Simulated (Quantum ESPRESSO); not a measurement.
Crystal: CO2.

```xyz
6
Lattice="-1.9747 1.9747 3.0141 1.9747 -1.9747 3.0141 1.9747 1.9747 -3.0141" Properties=species:S:1:pos:R:3 pbc="T T T"
O     1.3223    0.9874    3.7676
O     0.6525    0.9874    0.7535
O     2.9621    0.6525   -0.7535
O    -0.9874    1.3223    2.2605
C     0.0000    0.0000    0.0000
C     0.0000    1.9747    1.5070
```

The cell comes from a database or a generator and needn't be the stable form of this composition.

Base run:

```yaml
Program: Quantum ESPRESSO 7.5
Functional: PBEsol
Potentials_or_basis: PseudoDojo 0.4.1 SR PBEsol standard
Cutoff: 1143 eV
Density_cutoff: 4572 eV
k_mesh: 6 × 6 × 6, shifted
Occupations: fermi-dirac, width 0.05 eV
Spin: no spin polarisation
```

Its results: pressure -6.8 GPa; largest force 0.221 eV/Å; electronic dielectric tensor (diagonal) 3.20.

**Question.** The run is repeated on the same cell with these changes: functional from PBEsol to LDA; potentials or basis from PseudoDojo 0.4.1 SR PBEsol standard to PseudoDojo 0.4.1 SR LDA standard. What comes out?

**Answer.** Pressure -13.6 GPa; largest force 0.508 eV/Å; electronic dielectric tensor (diagonal) 3.20.

Caveats: the cell is more than 3 GPa from zero pressure, which shifts response properties.
